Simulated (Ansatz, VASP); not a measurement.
**RbBr: VASP beside Ansatz**

```
Rb Br
1.0
     0.00000    3.32239    3.32239
     3.32239    0.00000    3.32239
     3.32239    3.32239    0.00000
Rb Br
1 1
Direct
  0.00000 0.00000 0.00000
  0.50000 0.50000 0.50000
```

Change from the starting cell: hydrostatic strain -4.0%.

Alike in both runs: task single point; functional r2SCAN; k mesh 6 × 6 × 6; no spin polarisation.

```csv
,VASP,Ansatz
version,VASP 6.6.1,Ansatz 0.2.0
potentials or method,"VASP PAW PBE potentials, release 64 (Rb_sv, Br)","plane waves, PAW"
plane-wave cutoff (eV),520,500
occupations,"gaussian, width 0.01 eV",fixed
valence electrons in the cell,16,16
```

```csv
,VASP,Ansatz,Ansatz less VASP
gap on the k mesh at the Fermi level (eV),5.23,5.23,+0.001
pressure (GPa),2.4,2.4,-0.03
```

Caveats: the PAW data sets were made with another functional, which shifts forces and pressure a little (VASP).
